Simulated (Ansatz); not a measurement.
# The I–V curve of a Mg/GaN/HfC junction, part 2 of 5

What current flows through Mg/GaN/HfC, and is the curve linear and symmetric? The lower electrode is Mg hcp(0001), the upper one HfC rock salt(111); the barrier is GaN wurtzite(0001) (whole bilayers). In the first transport cell, after relaxation, the nearest pair of electrode and barrier is Mg–N at 2.02 Å, along the normal, at the lower face and C–Ga at 2.01 Å, along the normal, at the upper one. All share a net of side 3.19 Å, which strains the lower electrode by +0.0 %, the upper one by -3.0 % and the barrier by -0.9 %, against typed lattice constants near PBE's. The first steps treat the bulk electrodes alone.

Ansatz 0.2.0; PBE DFT, plane waves, PAW files (the session's first sound run).

So far: The structure; Layer spacing of the electrode, 2 atoms, electrode Mg hcp(0001); The strained electrode, 6 atoms, electrode HfC rock salt(111).

## Step 4: Relaxation

System of this step: Mg/GaN/HfC. The cell holds 16 atoms: 4 Mg, 4 N, 4 Ga, 2 C and 2 Hf. Cell: a = 3.190 Å, b = 3.190 Å, c = 40.656 Å, α = 90.0°, β = 90.0°, γ = 120.0°. Vacuum lies along c.

Tunnelling depends exponentially on distance, so the interfaces are relaxed first. A short slab in vacuum serves: only the barrier and the layers next to it are taken over, and later cells can add or drop layers in the barrier's middle. The dipole correction removes the field that unlike faces would set up across the vacuum.

input.yaml

```yaml
crystal:
  lattice:
    - [3.19, 0.0, 0.0]
    - [-1.595, 2.7626210381, 0.0]
    - [0.0, 0.0, 40.65605978]
  atoms:
    - { symbol: Mg, position: [0.33333333, 0.66666667, 0.1967726347] }
    - { symbol: Mg, position: [0.0, 0.0, 0.2606007581] }
    - { symbol: Mg, position: [0.33333333, 0.66666667, 0.3244288815] }
    - { symbol: Mg, position: [0.0, 0.0, 0.3882570049] }
    - { symbol: "N", position: [0.0, 0.0, 0.441631582] }
    - { symbol: Ga, position: [0.33333333, 0.66666667, 0.4575879584] }
    - { symbol: "N", position: [0.33333333, 0.66666667, 0.5064949006] }
    - { symbol: Ga, position: [0.0, 0.0, 0.522451277] }
    - { symbol: "N", position: [0.0, 0.0, 0.5713582191] }
    - { symbol: Ga, position: [0.33333333, 0.66666667, 0.5873145955] }
    - { symbol: "N", position: [0.33333333, 0.66666667, 0.6362215377] }
    - { symbol: Ga, position: [0.0, 0.0, 0.6521779141] }
    - { symbol: C, position: [0.0, 0.0, 0.7021089701] }
    - { symbol: Hf, position: [0.33333333, 0.66666667, 0.7358151018] }
    - { symbol: C, position: [0.66666667, 0.33333333, 0.7695212336] }
    - { symbol: Hf, position: [0.0, 0.0, 0.8032273653] }
kpoints:
  mp_grid: { grid: [8, 8, 1] }
scf:
  occupations: { method: fermi_dirac, width: 0.1 }
  max_iter: 150
hamiltonian:
  xc: pbe
efield:
  axis: 3
  dipole_correction: true
relax:
  f_tol: 0.04
  max_steps: 60
output:
  forces: true
```

Launch:

```bash
ansatz run input.yaml --threads 4 --pin off --max-ram 16384MiB --backend cpu --events-out ev --progress --plain --runs-dir out
```

Numbers of over 12 decimals in the logs are rounded to 6 here.

Output:

```text
[...]
Crystal: 16 atoms, lattice volume = 358.292 Å³
Basis set: ecut = 420 eV, 7071 PW (Γ), exchange–correlation on 48×48×576 points (8 copies of the dense FFT grid, shifted against one another)
Bands: 104, of which v1, the nominal top of the filled ones, is band 86 counted from 1 (85 counted from 0)
Symmetry: 6 space group operations
[...]
k-points: 10 of 64 (time reversal used)
[...]
SCF iter   1: F=—  HF=-56309.814205 eV  |F-HF|=—  |Δ(HF+E_count)|=         —  Δρ=3.98e-3  dr2=1.99e0  ethr=1.77e-3  p=-0.042 e·Å  D=-2.14e-2 V/Å  ΔV_dip=0.87 eV  dr2_dipole=3.01e-1  V_vac-E_F(+/−)=4.81/3.92 eV  ⟨swp⟩=8.7  Hψ=4890  notcnv=0  defer=19
efield: sawtooth ramp at fractional position 0.9500 (placed from the atoms, in the widest stretch of the axis that holds none; the zero of the levels goes with the place), width 0.1000; the density the first Hamiltonian is built on has a dipole p = -0.042 e·Å; the dipole correction subtracts the counter field D = -2.14e-2 V/Å, which shifts the + side's vacuum level by +0.87 eV against the − side's; the planar-averaged density in the ramp window peaks in size at 1.7e-4 e/Å³
[...]
SCF iter   2: F=—  HF=-56309.795884 eV  |F-HF|=—  |Δ(HF+E_count)|=   1.83e-2  Δρ=5.31e-3  dr2=1.44e0  ethr=1.16e-3  p=-0.038 e·Å  D=-1.93e-2 V/Å  ΔV_dip=0.78 eV  dr2_dipole=1.60e-1  V_vac-E_F(+/−)=4.52/3.74 eV  ⟨swp⟩=2.3  Hψ=1333  notcnv=0  defer=46
[...]
SCF iter   8: F=-56309.742602 eV  HF=-56309.742636 eV  |F-HF|=3.37e-5  |Δ(HF+E_count)|=   3.90e-6  Δρ=2.39e-5  dr2=3.60e-5  ethr=2.33e-8  p=-0.039 e·Å  D=-1.95e-2 V/Å  ΔV_dip=0.79 eV  dr2_dipole=2.47e-7  V_vac-E_F(+/−)=4.47/3.68 eV  ⟨swp⟩=3.5  Hψ=3799  notcnv=0
WARN: efield: at this solve's end the planar-averaged density reaches 2.49e-5 e/Å³ inside the ramp window [0.9254, 0.0746] (bound 1e-5 e/Å³); the window's nearer edge stands 4.97 Å from this solve's nearest atom along the axis. Its work functions, free energy, forces, stress, dipole, levels and responses can be off, and this figure does not tell by how much. A short vacuum, a low `basis.ecutwfc` or `basis.ecutrho_ratio` and negative occupations (`scf.occupations.method`) can put density there. See the manual's quickstart, § The vacuum guard
SCF 1 converged in 8 iterations: F = -56309.742602 eV  dr2 = 3.60e-5
[...]
relax step   1: F+E_penalty+E_count = -56309.74260197 eV  Δ(F+E_penalty+E_count) = +0.000e0 eV  max|allowed force component| = 9.182e-1 eV/Å  Δτ_max = 0.0000 Å  (8 SCF iters, dr2 threshold 4.00e-5 eV, accepted)
[...]
SCF iter   1: F=—  HF=-56310.026796 eV  |F-HF|=—  |Δ(HF+E_count)|=         —  Δρ=1.29e-2  dr2=6.62e0  ethr=3.10e-3  p=-0.039 e·Å  D=-1.95e-2 V/Å  ΔV_dip=0.79 eV  dr2_dipole=2.40e-1  V_vac-E_F(+/−)=4.53/3.74 eV  ⟨swp⟩=4.8  Hψ=2592  notcnv=0  defer=20
efield: sawtooth ramp at fractional position 0.9500 (handed on by an earlier solve), width 0.1000; the density the first Hamiltonian is built on has a dipole p = -0.039 e·Å; the dipole correction subtracts the counter field D = -1.95e-2 V/Å, which shifts the + side's vacuum level by +0.79 eV against the − side's; the planar-averaged density in the ramp window peaks in size at 1.6e-5 e/Å³
[...]
SCF iter   2: F=—  HF=-56309.923038 eV  |F-HF|=—  |Δ(HF+E_count)|=   1.04e-1  Δρ=4.08e-3  dr2=3.33e-1  ethr=3.10e-3  p=-0.039 e·Å  D=-1.95e-2 V/Å  ΔV_dip=0.79 eV  dr2_dipole=5.95e-2  V_vac-E_F(+/−)=4.41/3.62 eV  ⟨swp⟩=2.0  Hψ=1274  notcnv=0  defer=44
[...]
SCF iter   8: F=-56309.910404 eV  HF=-56309.910415 eV  |F-HF|=1.03e-5  |Δ(HF+E_count)|=   1.99e-6  Δρ=3.40e-5  dr2=9.10e-6  ethr=3.06e-8  p=-0.043 e·Å  D=-2.19e-2 V/Å  ΔV_dip=0.89 eV  dr2_dipole=4.13e-6  V_vac-E_F(+/−)=4.56/3.67 eV  ⟨swp⟩=4.2  Hψ=3453  notcnv=0
[...]
SCF 2 converged in 8 iterations: F = -56309.910404 eV  dr2 = 9.10e-6
[...]
relax step   2: F+E_penalty+E_count = -56309.91040436 eV  Δ(F+E_penalty+E_count) = -1.678e-1 eV  max|allowed force component| = 1.629e0 eV/Å  Δτ_max = 0.1942 Å  (8 SCF iters, dr2 threshold 5.27e-5 eV, accepted)
SCF iter   1: F=—  HF=-56310.344676 eV  |F-HF|=—  |Δ(HF+E_count)|=         —  Δρ=1.62e-2  dr2=7.18e0  ethr=3.10e-3  p=-0.043 e·Å  D=-2.19e-2 V/Å  ΔV_dip=0.89 eV  dr2_dipole=2.18e-2  V_vac-E_F(+/−)=4.60/3.71 eV  ⟨swp⟩=5.0  Hψ=2511  notcnv=0  defer=40
[...]
SCF iter   7: F=-56310.109587 eV  HF=-56310.109628 eV  |F-HF|=4.07e-5  |Δ(HF+E_count)|=   1.32e-5  Δρ=5.12e-5  dr2=4.79e-5  ethr=5.81e-8  p=-0.044 e·Å  D=-2.22e-2 V/Å  ΔV_dip=0.90 eV  dr2_dipole=3.70e-6  V_vac-E_F(+/−)=4.56/3.66 eV  ⟨swp⟩=4.0  Hψ=3852  notcnv=0
[...]
SCF 3 converged in 7 iterations: F = -56310.109587 eV  dr2 = 4.79e-5
relax step   3: F+E_penalty+E_count = -56310.10958686 eV  Δ(F+E_penalty+E_count) = -1.992e-1 eV  max|allowed force component| = 1.825e0 eV/Å  Δτ_max = 0.1946 Å  (7 SCF iters, dr2 threshold 1.00e-4 eV, accepted)
[...]
relax step   4: F+E_penalty+E_count = -56310.18787461 eV  Δ(F+E_penalty+E_count) = -7.829e-2 eV  max|allowed force component| = 9.619e-1 eV/Å  Δτ_max = 0.1944 Å  (10 SCF iters, dr2 threshold 1.00e-4 eV, accepted)
[...]
relax step   5: F+E_penalty+E_count = -56310.25635450 eV  Δ(F+E_penalty+E_count) = -6.848e-2 eV  max|allowed force component| = 3.765e-1 eV/Å  Δτ_max = 0.1281 Å  (7 SCF iters, dr2 threshold 1.00e-4 eV, accepted)
[...]
relax step   6: F+E_penalty+E_count = -56310.27055029 eV  Δ(F+E_penalty+E_count) = -1.420e-2 eV  max|allowed force component| = 5.864e-2 eV/Å  Δτ_max = 0.0617 Å  (6 SCF iters, dr2 threshold 2.17e-5 eV, accepted)
SCF iter   1: F=—  HF=-56310.271213 eV  |F-HF|=—  |Δ(HF+E_count)|=         —  Δρ=5.88e-4  dr2=5.87e-3  ethr=1.75e-5  p=-0.041 e·Å  D=-2.09e-2 V/Å  ΔV_dip=0.85 eV  dr2_dipole=5.22e-3  V_vac-E_F(+/−)=4.52/3.67 eV  ⟨swp⟩=2.0  Hψ=1778  notcnv=0  defer=48
[...]
SCF iter   7: F=-56310.271026 eV  HF=-56310.271026 eV  |F-HF|=2.60e-8  |Δ(HF+E_count)|=   2.26e-7  Δρ=1.84e-6  dr2=1.37e-8  ethr=5.81e-11  p=-0.042 e·Å  D=-2.10e-2 V/Å  ΔV_dip=0.85 eV  dr2_dipole=1.32e-9  V_vac-E_F(+/−)=4.52/3.67 eV  ⟨swp⟩=4.9  Hψ=3567  notcnv=0
[...]
SCF 7 converged in 7 iterations: F = -56310.271026 eV  dr2 = 1.37e-8
relax step   7: F+E_penalty+E_count = -56310.27102635 eV  Δ(F+E_penalty+E_count) = -4.761e-4 eV  max|allowed force component| = 1.647e-2 eV/Å  Δτ_max = 0.0061 Å  (7 SCF iters, accepted)
SCF converged after 7 iterations
Free energy (F): -56310.271026 eV
[...]
Internal energy: -56310.084291 eV  (E = F + TS)
E sigma→0 (E₀):  -56310.177658 eV
Entropy (-TS):   -0.186736 eV (-11.671 meV/atom)
Fermi energy:    5.375825 eV
Dipole field:    D = -0.020974 V/Å  (p = -0.041530 e·Å, saw-weighted, corrected)
Work function:   Φ+ = 4.5220 eV   Φ− = 3.6695 eV
Levels:          The Fermi level and band energies are counted from a zero that moves with the ramp; work functions are not
Vacuum region:   at the solve's end the planar-averaged density reaches 1.75e-5 e/Å³ inside the ramp window [0.9254, 0.0746] (bound 1e-5 e/Å³); by the running means of the window's planes the mean density over a ramp is at most 1.67e-5 e/Å³, which is held to the bound (the quickstart, § The vacuum guard, A window that rings)
[...]
--- Forces (eV/Å), atoms counted from 1 ---
  atom   1  Mg    -0.00000000     0.00000000     0.00031403
  atom   2  Mg     0.00000000    -0.00000000    -0.00184705
  atom   3  Mg    -0.00000000     0.00000000     0.00026218
  atom   4  Mg     0.00000000    -0.00000000    -0.00009536
  atom   5  N     -0.00000000     0.00000000     0.00782100
  atom   6  Ga     0.00000000    -0.00000000    -0.00019068
  atom   7  N      0.00000000    -0.00000000    -0.01647047
  atom   8  Ga    -0.00000000     0.00000000     0.00461512
  atom   9  N     -0.00000000     0.00000000     0.01625308
  atom  10  Ga     0.00000000    -0.00000000    -0.00724731
  atom  11  N     -0.00000000    -0.00000000     0.00085553
  atom  12  Ga    -0.00000000     0.00000000     0.00032048
  atom  13  C     -0.00000000     0.00000000    -0.00841516
  atom  14  Hf     0.00000000    -0.00000000     0.00320806
  atom  15  C     -0.00000000     0.00000000     0.00644327
  atom  16  Hf     0.00000000    -0.00000000    -0.00586033
  max |Σ_I F_I| component: 3.36e-5 eV/Å
--- Relaxed structure (7 steps of the walk, 7 accepted, 0 SCFs on fresh bases) ---
  F+E_penalty+E_count = -56310.27102635 eV   max|allowed force component| = 1.647e-2 eV/Å
  atoms:
    - { symbol: Mg, position: [0.333333, 0.666667, 0.204370] }
    - { symbol: Mg, position: [3.932039892667103e-17, 3.4694469519535175e-18, 0.268067] }
    - { symbol: Mg, position: [0.333333, 0.666667, 0.330042] }
    - { symbol: Mg, position: [3.9320398926670995e-17, 3.469446951953434e-18, 0.391137] }
    - { symbol: N, position: [3.932039892667105e-17, 3.469446951953441e-18, 0.440713] }
    - { symbol: Ga, position: [0.333333, 0.666667, 0.457186] }
    - { symbol: N, position: [0.333333, 0.666667, 0.505628] }
    - { symbol: Ga, position: [3.9320398926671057e-17, 3.4694469519534474e-18, 0.521974] }
    - { symbol: N, position: [3.9320398926671094e-17, 3.469446951953348e-18, 0.570285] }
    - { symbol: Ga, position: [0.333333, 0.666667, 0.586814] }
    - { symbol: N, position: [0.333333, 0.666667, 0.635063] }
    - { symbol: Ga, position: [3.9320398926671044e-17, 3.4694469519532945e-18, 0.652119] }
    - { symbol: C, position: [3.932039892667107e-17, 3.4694469519530094e-18, 0.701619] }
    - { symbol: Hf, position: [0.333333, 0.666667, 0.727290] }
    - { symbol: C, position: [0.666667, 0.333333, 0.768142] }
    - { symbol: Hf, position: [3.932039892667079e-17, 3.469446951953746e-18, 0.795521] }
```

It took 60 s on 4 threads of Arm Neoverse V1, shared host; peak memory 1.2 GiB.

Step by step:

```csv
step,energy less that of the first step (eV),largest force component (eV/Å)
1,0.0000,0.9182
2,-0.1678,1.6286
3,-0.3670,1.8247
4,-0.4453,0.9619
5,-0.5138,0.3765
6,-0.5279,0.0586
7,-0.5284,0.0165
```

Forces are held to the 6 operations that the run works with; a distortion that breaks them can't arise in this run.

The atoms that moved most (Å):

```csv
atom,dx,dy,dz,length
Hf14,0.000,0.000,-0.347,0.347
Hf16,0.000,0.000,-0.313,0.313
Mg1,0.000,0.000,0.309,0.309
Mg2,0.000,0.000,0.304,0.304
Mg3,0.000,0.000,0.228,0.228
Mg4,0.000,0.000,0.117,0.117
C15,0.000,0.000,-0.056,0.056
N11,0.000,0.000,-0.047,0.047
```

The relaxed structure:

```cif
data_structure
_symmetry_space_group_name_H-M 'P 1'
_symmetry_Int_Tables_number 1
_cell_length_a 3.1900
_cell_length_b 3.1900
_cell_length_c 40.6561
_cell_angle_alpha 90.000
_cell_angle_beta 90.000
_cell_angle_gamma 120.000
_cell_volume 358.29
loop_
_atom_site_label
_atom_site_type_symbol
_atom_site_fract_x
_atom_site_fract_y
_atom_site_fract_z
_atom_site_occupancy
Mg1 Mg 0.33333 0.66667 0.20437 1
Mg2 Mg 0.00000 0.00000 0.26807 1
Mg3 Mg 0.33333 0.66667 0.33004 1
Mg4 Mg 0.00000 0.00000 0.39114 1
N5 N 0.00000 0.00000 0.44071 1
Ga6 Ga 0.33333 0.66667 0.45719 1
N7 N 0.33333 0.66667 0.50563 1
Ga8 Ga 0.00000 0.00000 0.52197 1
N9 N 0.00000 0.00000 0.57029 1
Ga10 Ga 0.33333 0.66667 0.58681 1
N11 N 0.33333 0.66667 0.63506 1
Ga12 Ga 0.00000 0.00000 0.65212 1
C13 C 0.00000 0.00000 0.70162 1
Hf14 Hf 0.33333 0.66667 0.72729 1
C15 C 0.66667 0.33333 0.76814 1
Hf16 Hf 0.00000 0.00000 0.79552 1
```

Numbers from this step:

```yaml
free_energy: -56310.2710 eV
fermi_energy: 5.376 eV
```

The largest force component on a free atom ends at 0.016 eV/Å. At one or more of this run's solves the program warned of density in the dipole ramp over its bound, where dipole, forces and levels can be off.

(Continued in part 3 of 5.)

[Logs are printed without paths, hosts, clocks, repeated set-up lines and the standing remarks that a program may print on its own settings, such as how far it seeks lower states.]

[Hosts, paths, dates, database ids (printed as entryN), source tags and the programs' standing remarks are cut or masked in the printed files.]
